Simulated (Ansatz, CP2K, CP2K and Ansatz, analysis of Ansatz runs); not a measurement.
## LiCl (Fm-3m):V_Cl, a ladder of methods on one cell (CP2K and Ansatz)

We place the charge-transition levels of V_Cl in LiCl (Fm-3m) with atom-centred orbitals, then repeat the energies at other levels of method to see what holds. Model: a cell of 64 host atoms with 1 Cl taken out.

Program: CP2K and Ansatz. Level of theory: CP2K Gaussian and plane waves DFT, PBEsol, SR-DZVP basis, GTH potentials; charged supercells in a uniform background, point-charge correction with alignment at far sites. Results are calculated unless marked as measured.

### 1. Starting point

The cell holds 63 atoms: 32 Li and 31 Cl. Cell: a = 10.168 Å, b = 10.168 Å, c = 10.168 Å, α = 90.0°, β = 90.0°, γ = 90.0°. It derives from LiCl (space group Fm-3m). Nearest the centre at fractional (0.250, 0.500, 0.500): Li12 at 2.53 Å, Li27 at 2.54 Å, Li19 at 2.54 Å, Li56 at 2.54 Å, Li25 at 2.54 Å, Li28 at 2.55 Å, Cl8 at 3.59 Å, Cl14 at 3.59 Å.

Coordinates:

```xyz
63
Lattice="10.1685 0.0000 0.0000 0.0000 10.1685 0.0000 0.0000 0.0000 10.1685" Properties=species:S:1:pos:R:3 pbc="T T T"
Li    0.0090    0.0060   -0.0055
Li   -0.0044    2.5488    2.5481
Li    2.5467    0.0030    2.5394
Li    2.5435    2.5473    0.0033
Cl    0.0009    0.0072    2.5384
Cl    0.0014    2.5422    0.0051
Cl    2.5492    0.0034   -0.0047
Cl    2.5412    2.5408    2.5463
Li    0.0077    0.0029    5.0787
Li   -0.0008    2.5381    7.6267
Li    2.5472    0.0029    7.6263
Li    2.5483    2.5505    5.0864
Cl    0.0032   -0.0006    7.6198
Cl    0.0005    2.5441    5.0882
Cl    2.5484    0.0002    5.0823
Cl    2.5410    2.5469    7.6318
Li   -0.0048    5.0930    0.0059
Li   -0.0009    7.6369    2.5449
Li    2.5441    5.0895    2.5404
Li    2.5395    7.6334   -0.0008
Cl   -0.0065    5.0934    2.5467
Cl    0.0025    7.6267    0.0029
Cl    2.5407    5.0849   -0.0022
Cl    2.5395    7.6271    2.5401
Li   -0.0053    5.0814    5.0825
Li   -0.0026    7.6194    7.6198
Li    2.5359    5.0767    7.6198
Li    2.5344    7.6279    5.0899
Cl   -0.0005    5.0849    7.6248
Cl   -0.0024    7.6271    5.0866
Cl    2.5400    7.6301    7.6266
Li    5.0907   -0.0047   -0.0152
Li    5.0856    2.5386    2.5434
Li    7.6308   -0.0069    2.5375
Li    7.6336    2.5341    0.0085
Cl    5.0843   -0.0032    2.5396
Cl    5.0878    2.5364    0.0051
Cl    7.6352   -0.0002   -0.0017
Cl    7.6249    2.5445    2.5405
Li    5.0906   -0.0091    5.0760
Li    5.0927    2.5393    7.6349
Li    7.6283    0.0077    7.6236
Li    7.6251    2.5359    5.0851
Cl    5.0881   -0.0030    7.6248
Cl    5.0890    2.5414    5.0878
Cl    7.6297   -0.0039    5.0815
Cl    7.6258    2.5399    7.6274
Li    5.0801    5.0764   -0.0021
Li    5.0739    7.6283    2.5373
Li    7.6240    5.0810    2.5472
Li    7.6276    7.6229    0.0071
Cl    5.0791    5.0851    2.5385
Cl    5.0844    7.6235   -0.0041
Cl    7.6244    5.0830    0.0018
Cl    7.6230    7.6314    2.5460
Li    5.0839    5.0794    5.0810
Li    5.0767    7.6187    7.6292
Li    7.6250    5.0944    7.6308
Li    7.6142    7.6244    5.0928
Cl    5.0854    5.0805    7.6231
Cl    5.0784    7.6230    5.0830
Cl    7.6223    5.0806    5.0823
Cl    7.6234    7.6262    7.6322
```

Known beforehand: the electronic dielectric constant, 2.90, and the static one, 11.00, taken as given.

The cell's shortest repeat is 10.2 Å.

The lattice is taken as given.

### 2. Is the host at rest in this supercell?

The defect-free supercell is relaxed from atoms displaced by 0.05 Å at random. If the crystal tilts or distorts on its own, that energy would otherwise be counted to the defect.

Contents of cell.inp:

```
&GLOBAL
  PROJECT cell
  RUN_TYPE GEO_OPT
  PRINT_LEVEL LOW
&END GLOBAL
&FORCE_EVAL
  METHOD QS
  &DFT
    BASIS_SET_FILE_NAME BASIS_MOLOPT
    POTENTIAL_FILE_NAME GTH_POTENTIALS
    &MGRID
      CUTOFF 500
      REL_CUTOFF 45
      NGRIDS 5
    &END MGRID
    &QS
      METHOD GPW
      EPS_DEFAULT 1.0E-10
      EXTRAPOLATION USE_PREV_P
    &END QS
    &SCF
      SCF_GUESS ATOMIC
      EPS_SCF 1.0E-5
      MAX_SCF 150
      ADDED_MOS 16
      CHOLESKY OFF
      EPS_EIGVAL 1.0E-7
      &DIAGONALIZATION ON
        ALGORITHM STANDARD
      &END DIAGONALIZATION
      &MIXING ON
        METHOD BROYDEN_MIXING
        ALPHA 0.4
        BETA 1.5
        NBUFFER 8
      &END MIXING
      &SMEAR ON
        METHOD FERMI_DIRAC
        ELECTRONIC_TEMPERATURE [K] 116.045
      &END SMEAR
    &END SCF
    &XC
      &XC_FUNCTIONAL
        &GGA_X_PBE_SOL
        &END GGA_X_PBE_SOL
        &GGA_C_PBE_SOL
        &END GGA_C_PBE_SOL
      &END XC_FUNCTIONAL
    &END XC
    &PRINT
      &KPOINTS ON
      &END KPOINTS
      &MULLIKEN ON
        &EACH
          QS_SCF 0
          GEO_OPT 0
          CELL_OPT 0
          MD 0
        &END EACH
        ADD_LAST NUMERIC
      &END MULLIKEN
      &MO ON
        ENERGIES T
        OCCUPATION_NUMBERS T
        &EACH
          QS_SCF 0
          GEO_OPT 0
          CELL_OPT 0
          MD 0
        &END EACH
        ADD_LAST NUMERIC
      &END MO
    &END PRINT
  &END DFT
  &SUBSYS
    &CELL
      A 10.1684892000 0.0000000000 0.0000000000
      B 0.0000000000 10.1684892000 0.0000000000
      C 0.0000000000 0.0000000000 10.1684892000
      PERIODIC XYZ
    &END CELL
    &COORD
      Li  0.0223719087 0.0302667068 -0.0329154092
      Li  -0.0025269337 2.5920220800 2.5440266535
      Li  2.5601213550 -0.0004878292 2.5887677290
      Li  2.5461851471 2.5838901491 0.0271834518
[... 54 atom lines left out ...]
      Li  7.6460681015 5.1297707346 7.6201032172
      Li  7.5924136063 7.6134529491 5.1186016039
      Cl  5.0770457739 5.0895123215 7.6755647456
      Cl  5.0470129139 7.5936987776 5.0774185231
      Cl  7.6244839459 5.1341232741 5.0871724574
      Cl  7.6016427286 7.6494301329 7.5895320980
    &END COORD
    &KIND Li
      BASIS_SET DZVP-MOLOPT-SR-GTH-q3
      POTENTIAL GTH-PBE-q3
    &END KIND
    &KIND Cl
      BASIS_SET DZVP-MOLOPT-SR-GTH-q7
      POTENTIAL GTH-PBE-q7
    &END KIND
    &PRINT
      &ATOMIC_COORDINATES ON
      &END ATOMIC_COORDINATES
      &CELL ON
      &END CELL
    &END PRINT
  &END SUBSYS
  &PRINT
    &FORCES ON
    &END FORCES
  &END PRINT
&END FORCE_EVAL
&MOTION
  &GEO_OPT
    OPTIMIZER BFGS
    MAX_ITER 80
    MAX_FORCE [eV*angstrom^-1] 0.02
    RMS_FORCE [eV*angstrom^-1] 0.02
    MAX_DR 5.0E-2
    RMS_DR 3.0E-2
  &END GEO_OPT
  &PRINT
    &TRAJECTORY ON
    &END TRAJECTORY
    &CELL ON
    &END CELL
    &FORCES ON
    &END FORCES
    &RESTART OFF
    &END RESTART
    &RESTART_HISTORY OFF
    &END RESTART_HISTORY
  &END PRINT
&END MOTION
```

Started as:

```console
OMP_NUM_THREADS=1 mpirun -n 16 cp2k.psmp -i cell.inp -o cell.out
```

Numbers of over 12 decimals in the logs are rounded to 6 here.

The log of the run:

```text
 CP2K| version string:                                       CP2K version 2026.2
 CP2K| Input file name                                                  cell.inp

[...]
GLOBAL| Basis set file name                                        BASIS_MOLOPT
 GLOBAL| Potential file name                                      GTH_POTENTIALS
[...]
GLOBAL| Project name                                                       cell
 GLOBAL| Run type                                                        GEO_OPT
[...]
GLOBAL| Total number of message passing processes                            16
 GLOBAL| Number of threads for this process                                    1
[...]
CELL| Volume [angstrom^3]:                                          1051.403201
 CELL| Vector a [angstrom]:      10.168     0.000     0.000   |a| =    10.168489
 CELL| Vector b [angstrom]:       0.000    10.168     0.000   |b| =    10.168489
 CELL| Vector c [angstrom]:       0.000     0.000    10.168   |c| =    10.168489
[...]
MO|    175               0.334518               9.102700               0.000000
 MO|    176               0.334562               9.103906               0.000000
 MO| Sum:                                                             320.000000
 MO| E(Fermi):            0.241490 a.u.          6.571277 eV
 MO| Band gap:            0.228160 a.u.          6.208540 eV

 !-----------------------------------------------------------------------------!
                     Mulliken Population Analysis

 #  Atom  Element  Kind  Atomic population                           Net charge
       1     Li       1          2.550353                              0.449647
       2     Li       1          2.550359                              0.449641
       3     Li       1          2.550619                              0.449381
[...]
63     Cl       2          7.449272                             -0.449272
      64     Cl       2          7.449412                             -0.449412
 # Total charge                            320.000000                 -0.000000

 !-----------------------------------------------------------------------------!

 ENERGY| Total FORCE_EVAL ( QS ) energy [hartree]           -719.177960
[key lines of the parts left out:]
Fermi energy:                                                 0.241490
Total energy (extrapolated to T->0):                       -719.177960
```

Run time: 38 s. Hardware: 16 MPI ranks of Arm Neoverse V2, shared host; peak memory 5.6 GiB; 10 min of CPU time.

After 5 steps the atoms stand at most 0.02 Å from their symmetric sites, so the symmetric structure holds.

### 3. Band edges

Levels are counted from the valence top, which comes from the defect-free supercell, zone centre alone; the energy of the host comes from the defect-free supercell at the defects' own k-points, so that the host's part of the sampling error cancels.

Contents of cell.inp:

```
&GLOBAL
  PROJECT cell
  RUN_TYPE ENERGY_FORCE
  PRINT_LEVEL LOW
&END GLOBAL
&FORCE_EVAL
  METHOD QS
  &DFT
    BASIS_SET_FILE_NAME BASIS_MOLOPT
    POTENTIAL_FILE_NAME GTH_POTENTIALS
    &MGRID
      CUTOFF 500
      REL_CUTOFF 45
      NGRIDS 5
    &END MGRID
    &QS
      METHOD GPW
      EPS_DEFAULT 1.0E-10
    &END QS
    &SCF
      SCF_GUESS ATOMIC
      EPS_SCF 1.0E-6
      MAX_SCF 150
      ADDED_MOS 16
      CHOLESKY OFF
      EPS_EIGVAL 1.0E-7
      &DIAGONALIZATION ON
        ALGORITHM STANDARD
      &END DIAGONALIZATION
      &MIXING ON
        METHOD BROYDEN_MIXING
        ALPHA 0.4
        BETA 1.5
        NBUFFER 8
      &END MIXING
      &SMEAR ON
        METHOD FERMI_DIRAC
        ELECTRONIC_TEMPERATURE [K] 116.045
      &END SMEAR
    &END SCF
    &XC
      &XC_FUNCTIONAL
        &GGA_X_PBE_SOL
        &END GGA_X_PBE_SOL
        &GGA_C_PBE_SOL
        &END GGA_C_PBE_SOL
      &END XC_FUNCTIONAL
    &END XC
    &PRINT
      &KPOINTS ON
      &END KPOINTS
      &MULLIKEN ON
        &EACH
          QS_SCF 0
          GEO_OPT 0
          CELL_OPT 0
          MD 0
        &END EACH
        ADD_LAST NUMERIC
      &END MULLIKEN
      &MO ON
        ENERGIES T
        OCCUPATION_NUMBERS T
        &EACH
          QS_SCF 0
          GEO_OPT 0
          CELL_OPT 0
          MD 0
        &END EACH
        ADD_LAST NUMERIC
      &END MO
      &E_DENSITY_CUBE ON
        STRIDE 2 2 2
        &EACH
          QS_SCF 0
          GEO_OPT 0
          CELL_OPT 0
          MD 0
        &END EACH
        ADD_LAST NUMERIC
      &END E_DENSITY_CUBE
      &V_HARTREE_CUBE ON
        STRIDE 2 2 2
        &EACH
          QS_SCF 0
          GEO_OPT 0
          CELL_OPT 0
          MD 0
        &END EACH
        ADD_LAST NUMERIC
      &END V_HARTREE_CUBE
    &END PRINT
  &END DFT
  &SUBSYS
    &CELL
      A 10.1684892000 0.0000000000 0.0000000000
      B 0.0000000000 10.1684892000 0.0000000000
      C 0.0000000000 0.0000000000 10.1684892000
      PERIODIC XYZ
    &END CELL
    &COORD
      Li  0.0090042312 0.0060461531 -0.0054799094
      Li  -0.0044447688 2.5487531531 2.5480710906
      Li  2.5466912312 0.0030351531 2.5394490906
      Li  2.5434992312 2.5472731531 0.0032730906
[... 54 atom lines left out ...]
      Li  7.6250312312 5.0943991531 7.6308390906
      Li  7.6141582312 7.6244071531 5.0928400906
      Cl  5.0853962312 5.0805221531 7.6230500906
      Cl  5.0783572312 7.6230471531 5.0830450906
      Cl  7.6222742313 5.0806031531 5.0823180906
      Cl  7.6233912312 7.6262101531 7.6322220906
    &END COORD
    &KIND Li
      BASIS_SET DZVP-MOLOPT-SR-GTH-q3
      POTENTIAL GTH-PBE-q3
    &END KIND
    &KIND Cl
      BASIS_SET DZVP-MOLOPT-SR-GTH-q7
      POTENTIAL GTH-PBE-q7
    &END KIND
    &PRINT
      &ATOMIC_COORDINATES ON
      &END ATOMIC_COORDINATES
      &CELL ON
      &END CELL
    &END PRINT
  &END SUBSYS
  &PRINT
    &FORCES ON
    &END FORCES
  &END PRINT
&END FORCE_EVAL
```

Started as:

```console
OMP_NUM_THREADS=1 mpirun -n 4 cp2k.psmp -i cell.inp -o cell.out
```

The log of the run:

```text
 CP2K| version string:                                       CP2K version 2026.2
 CP2K| Input file name                                                  cell.inp

[...]
GLOBAL| Basis set file name                                        BASIS_MOLOPT
 GLOBAL| Potential file name                                      GTH_POTENTIALS
[...]
GLOBAL| Project name                                                       cell
 GLOBAL| Run type                                                   ENERGY_FORCE
[...]
GLOBAL| Total number of message passing processes                             4
 GLOBAL| Number of threads for this process                                    1
[...]
CELL| Volume [angstrom^3]:                                          1051.403201
 CELL| Vector a [angstrom]:      10.168     0.000     0.000   |a| =    10.168489
 CELL| Vector b [angstrom]:       0.000    10.168     0.000   |b| =    10.168489
 CELL| Vector c [angstrom]:       0.000     0.000    10.168   |c| =    10.168489
[...]
2     Li       1          2.550364                              0.449636
       3     Li       1          2.550620                              0.449380
[...]
63     Cl       2          7.449267                             -0.449267
      64     Cl       2          7.449412                             -0.449412
 # Total charge                            320.000000                 -0.000000

 !-----------------------------------------------------------------------------!

 ENERGY| Total FORCE_EVAL ( QS ) energy [hartree]           -719.177961

 FORCES| Atomic forces [hartree/bohr]
 FORCES|   Atom     x               y               z               |f|
 FORCES|      1 -1.10641474E-04 -1.37527343E-04  6.60204070E-06   1.76632083E-04
 FORCES|      2  1.80178348E-04 -2.41901750E-05 -1.04778505E-04   2.09828350E-04
 FORCES|      3 -4.87197926E-05  2.27643164E-05  5.53866756E-05   7.71979023E-05
[...]
FORCES|     63  9.86707289E-05  1.96484115E-04  1.93964283E-04   2.93196288E-04
 FORCES|     64  9.32775115E-05  1.95716073E-05 -2.57467832E-04   2.74542213E-04
 FORCES| Sum    -2.81303747E-07  1.29428657E-06 -1.15622048E-06
 FORCES| Total atomic force                                       1.75816817E-06
[key lines of the parts left out:]
Fermi energy:                                                 0.241490
Total energy (extrapolated to T->0):                       -719.177968
```

It took 34 s on 4 MPI ranks; peak memory 2.9 GiB; 2.3 min of CPU time.

The gap at this level is 6.21 eV.

[end of part 1 of 4]

[Logs are printed without paths, hosts, clocks, repeated set-up lines and the standing remarks that a program may print on its own settings, such as how far it seeks lower states.]

[Hosts, paths, dates, database ids (printed as entryN), source tags and the programs' standing remarks are cut or masked in the printed files.]

[For some hosts the program warned that the k-mesh of the response run may be too coarse for force constants and the static dielectric constant; such warnings are not shown here.]

[Charge tables in the logs are Mulliken or Hirshfeld populations, whose sizes and signs can differ; where basis functions stand at a vacancy, SIESTA counts their charge against the missing atom's valence.]

[In relaxation paths of CP2K, step 0 can be the structure after the first move, since the trajectory file begins there, and the last row can be the final structure solved once more.]
